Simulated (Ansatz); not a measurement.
Runs of Ansatz 0.2.0 on WC (Qusongite). The structure is hexagonal, space group P-6m2 (No. 187). The conventional cell has a = 2.907 Å, b = 2.907 Å, c = 2.837 Å, α = 90.00°, β = 90.00°, γ = 120.00°. Around W (site symmetry -6m2) lie 6 C at 2.20 Å. C (site symmetry -6m2) is surrounded by 6 W at 2.20 Å. 

```csv
task,level,U,cell,cutoff (eV),basis error allowed,gap on the mesh (eV),pressure (GPa)
single point,PBEsol,-,as given,335,0.001 eV/atom,none,-3.4
density of states,PBEsol,-,as given,335,0.001 eV/atom,none,-3.4
density of states,PBEsol+U,W d U = 2 eV,as given,335,0.001 eV/atom,none,(a)
density of states,PBEsol+U,W d U = 4 eV,as given,335,0.001 eV/atom,none,-2.9
density of states,PBEsol+U,W d U = 8 eV,as given,335,0.001 eV/atom,none,-1.9
single point,PBEsol,-,"atoms moved at random, drawn with an rms of 0.05 Å",352,0.001 eV/atom,none,-2.8
density of states,PBEsol+U,W d U = 6 eV,as given,335,0.001 eV/atom,none,-2.5
```

Alike in all rows: potentials or basis all-electron LAPW, scalar-relativistic; no spin polarisation; k mesh 10 × 10 × 9; smearing fermi-dirac 0.05 eV.

Question: Estimate the missing entries.

Answer: (a) -3.2.

Caveats: U is the effective U less J, on atomic orbitals that reach past the spheres (some runs); U without spin polarisation on a metal has little footing (some runs); the U is typed as a test and isn't derived for this compound (some runs).

A k mesh can miss the band edges, and the runs leave out spin-orbit coupling on W.

A gap of «none» marks a metal or a gap under the smearing width.
